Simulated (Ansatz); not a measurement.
Runs of Ansatz 0.2.0 on RbBr. Symmetry: Pm-3m, No. 221, cubic system. Conventional cell: a = 4.126 Å, b = 4.126 Å, c = 4.126 Å, α = 90.00°, β = 90.00°, γ = 90.00°. Rb (site symmetry m-3m) has 8 Br at 3.57 Å as nearest neighbours. Br (site symmetry m-3m) is surrounded by 8 Rb at 3.57 Å. The cell comes from a database or a generator and needn't be the stable form of this composition.

| task | level | potentials or basis | cell | k mesh | cutoff (eV) | share of exact exchange | screening of exact exchange | basis error allowed | gap on the mesh (eV) | pressure (GPa) | relaxed volume (Å³/atom) |
| --- | --- | --- | --- | --- | --- | --- | --- | --- | --- | --- | --- |
| relaxation of cell and atoms | BLYP | all-electron LAPW, scalar-relativistic | relaxed | 7 × 7 × 7 | - | - | - | 0.001 eV/atom | 3.75 | 0.0 | 39.53 |
| single point | HSE(alpha, omega) | all-electron PAW datasets made for the crystal | as given | 4 × 4 × 4 | 250 | 0.25 | 0.2 1/A | - | 5.29 | 0.5 | - |
| single point | HSE(alpha, omega) | all-electron PAW datasets made for the crystal | as given | 4 × 4 × 4 | 250 | 0.5 | 0.2 1/A | - | 6.54 | 0.1 | - |
| relaxation of cell and atoms | RPBE | all-electron LAPW, scalar-relativistic | relaxed | 7 × 7 × 7 | - | - | - | 0.001 eV/atom | 3.93 | 0.0 | (a) |
| single point | HSE(alpha, omega) | all-electron PAW datasets made for the crystal | as given | 4 × 4 × 4 | 250 | 0.2 | 0.2 1/A | - | 5.04 | 0.5 | - |
| relaxation of cell and atoms | LDA | all-electron LAPW, scalar-relativistic | relaxed | 7 × 7 × 7 | - | - | - | 0.001 eV/atom | 4.14 | 0.0 | 31.22 |
| relaxation of cell and atoms | PBEsol | all-electron LAPW, scalar-relativistic | relaxed | 7 × 7 × 7 | - | - | - | 0.001 eV/atom | 4.07 | 0.0 | 33.71 |
| relaxation of cell and atoms | revPBE | all-electron LAPW, scalar-relativistic | relaxed | 7 × 7 × 7 | - | - | - | 0.001 eV/atom | 3.94 | 0.0 | 40.50 |
| single point | HSE(alpha, omega) | all-electron PAW datasets made for the crystal | as given | 4 × 4 × 4 | 250 | 0.05 | 0.2 1/A | - | (c) | 0.7 | - |
| single point | HSE(alpha, omega) | all-electron PAW datasets made for the crystal | as given | 4 × 4 × 4 | 250 | 0.3 | 0.2 1/A | - | 5.53 | 0.4 | - |
| single point | HSE(alpha, omega) | all-electron PAW datasets made for the crystal | as given | 4 × 4 × 4 | 250 | 0.1 | 0.2 1/A | - | (b) | 0.7 | - |
| single point | HSE(alpha, omega) | all-electron PAW datasets made for the crystal | as given | 4 × 4 × 4 | 250 | 0.15 | 0.2 1/A | - | 4.80 | 0.6 | - |

Alike in all rows: no spin polarisation; smearing fermi-dirac 0.05 eV.

Question: Fill in the values left out.

Answer: (a) 41.22; (b) 4.56; (c) 4.32.

Caveats: an odd mesh through Γ misses points on the zone boundary, where band edges often lie (some runs); the volume moved by over 15 % at a fixed basis, so the end points are rough (some runs).

A k mesh can miss the band edges, and the runs leave out spin-orbit coupling on Br, Rb.

The runs don't all hold the same shells in valence.

Runs at the PBE level aren't shown here.
